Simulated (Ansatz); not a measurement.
Geometry optimisation, DFT PBE, scalar-relativistic, plane waves, PAW in Ansatz.

input.yaml

```yaml
crystal:
  lattice:
    - [-3.048, -5.279291, 0.0]
    - [4.572, -2.639645, 0.0]
    - [0.0, 0.0, 4.918]
  atoms:
    - { symbol: Ta, position: [0.7595224, 0.4982157, -0.0103568] }
    - { symbol: Ta, position: [0.741541, 0.5055471, 0.4956193] }
    - { symbol: "N", position: [0.4987697, 0.3303939, 0.2550032] }
    - { symbol: "N", position: [0.5045848, 0.6696699, 0.7545079] }
    - { symbol: Ta, position: [0.5024431, 0.0100697, 0.4900379], spin: 1.0 }
    - { symbol: "N", position: [0.2465499, 0.8393351, 0.2442698] }
    - { symbol: "N", position: [0.2491809, 0.1643728, 0.7441487] }
    - { symbol: Ta, position: [0.2501472, 0.4985849, -0.004233] }
    - { symbol: Ta, position: [0.2432062, 0.4986982, 0.498312] }
    - { symbol: "N", position: [-0.0048202, 0.3372264, 0.2540249] }
    - { symbol: "N", position: [0.0031951, 0.6687759, 0.7507248] }
    - { symbol: Ta, position: [-0.0124498, -0.0035589, 0.0120642] }
    - { symbol: Ta, position: [-0.0039414, -0.0029095, 0.4969911] }
    - { symbol: "N", position: [0.7519366, 0.8391752, 0.2532365] }
    - { symbol: "N", position: [0.7463988, 0.1785071, 0.7436446] }
magnetization:
  spin_polarized: true
basis:
  ecutwfc: 420.0
kpoints:
  mp_grid: { grid: [2, 2, 2] }
hamiltonian:
  xc: pbe
  pseudopotentials: { kind: paw, azcp: { folder: soft_1 } }
scf:
  occupations: { method: gaussian, width: 0.02 }
  lower_state_search: "off"
relax:
  f_tol: 0.03
  max_steps: 60
  adjacent_minimum: "off"
```

Launched with:

```bash
$ ansatz run input.yaml --threads 2 --pin off --max-ram 5120MiB --backend cpu --events-out ev --progress --plain --runs-dir out
```

Problem. Where does it end, and by what steps?

Solution. The run converged. Limits of this set-up: coarse k mesh, a small cell, in which the defect meets its images. After 11 steps the energy has fallen by 1.091 eV; Ta9 moved furthest, 0.22 Å.

```json
{"step": "0", "energy less start (eV)": "0.0000", "largest force component (eV/Å)": "3.407", "accepted": "yes"}
{"step": "1", "energy less start (eV)": "-0.5810", "largest force component (eV/Å)": "1.613", "accepted": "yes"}
{"step": "2", "energy less start (eV)": "-0.7232", "largest force component (eV/Å)": "2.250", "accepted": "yes"}
{"step": "3", "energy less start (eV)": "-0.9911", "largest force component (eV/Å)": "0.487", "accepted": "yes"}
{"step": "4", "energy less start (eV)": "-0.7831", "largest force component (eV/Å)": "1.809", "accepted": "no"}
{"step": "5", "energy less start (eV)": "-1.0751", "largest force component (eV/Å)": "0.232", "accepted": "yes"}
{"step": "6", "energy less start (eV)": "-0.9863", "largest force component (eV/Å)": "0.815", "accepted": "no"}
{"step": "7", "energy less start (eV)": "-1.0882", "largest force component (eV/Å)": "0.076", "accepted": "yes"}
{"step": "8", "energy less start (eV)": "-1.0791", "largest force component (eV/Å)": "0.261", "accepted": "no"}
{"step": "9", "energy less start (eV)": "-1.0907", "largest force component (eV/Å)": "0.032", "accepted": "yes"}
{"step": "10", "energy less start (eV)": "-1.0897", "largest force component (eV/Å)": "0.106", "accepted": "no"}
{"step": "11", "energy less start (eV)": "-1.0912", "largest force component (eV/Å)": "0.020", "accepted": "yes"}
```

```xyz
15
Lattice="-3.0480 -5.2793 0.0000 4.5720 -2.6396 0.0000 0.0000 0.0000 4.9180" Properties=species:S:1:pos:R:3
Ta -0.072 -5.294 -0.011
Ta 0.226 -5.167 2.445
N -0.079 -3.506 1.119
N 1.635 -4.409 3.824
Ta -1.520 -2.649 2.451
N 3.036 -3.491 1.205
N -0.014 -1.761 3.704
Ta 1.530 -2.543 -0.003
Ta 1.419 -2.781 2.466
N 1.599 -0.872 1.340
N 3.034 -1.730 3.648
Ta 0.146 0.015 -0.021
Ta -0.104 -0.034 2.448
N 1.528 -6.191 1.187
N -1.478 -4.422 3.599
```

Run time: 98 s on 2 threads of Arm Neoverse V1, on a shared host, peak memory 0.55 GiB.
